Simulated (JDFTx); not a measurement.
## BAs under changes of volume

One of the cells (13.626 Å³/atom); the others are scaled copies at fixed shape and fractional positions:

```
CELL_PARAMETERS angstrom
0.00000 2.38850 2.38850
2.38850 0.00000 2.38850
2.38850 2.38850 0.00000
ATOMIC_POSITIONS crystal
As 0.75000 0.75000 0.75000
B 0.00000 0.00000 0.00000
```

```yaml
Program: JDFTx 1.7.0 (patched build)
Functional: PBE
Potentials_or_basis: PseudoDojo-SR-PBE-0.5-standard
Cutoff: 1143 eV
Density_cutoff: 4572 eV
k_mesh: 10 × 10 × 10
Occupations: fermi-dirac, width 0.05 eV
Spin: no spin polarisation
```

| volume (Å³/atom) | energy over the lowest point (meV/atom) | pressure (GPa) | gap on the mesh (eV) |
| --- | --- | --- | --- |
| 12.809 | ? | ? | ? |
| 13.081 | 22.09 | 9.1 | 1.15 |
| 13.354 | 9.53 | 5.7 | 1.18 |
| 13.626 | 2.34 | 2.7 | 1.20 |
| 13.899 | 0.00 | 0.0 | 1.22 |
| 14.171 | 2.04 | -2.4 | 1.23 |
| 14.444 | 8.06 | -4.6 | 1.25 |

**Question.** What does the run at 12.809 Å³/atom give?

**Answer.** Energy over the lowest point 40.58 meV/atom; pressure 12.7 GPa; gap on the mesh 1.13 eV.

Worked out: A Birch-Murnaghan fit of order 3 (a polynomial in V^(-2/3)) to the other rows has its minimum at 13.90 Å³/atom with B0 = V·E''(V) = 131 GPa and B' = 4.1. It gives 40.53 meV/atom at 12.809 Å³/atom, against the run's 40.58, and -dE/dV = 12.7 GPa, against 12.7. A straight line through the other rows of the gap, of slope 0.968 eV per unit of ln V, extrapolates to 1.14 eV, against the run's 1.13.

Energies are extrapolated to zero smearing.

Caveats: the empty levels aren't tightly converged.

A mesh can miss the band edges. Spin-orbit coupling on As is left out.
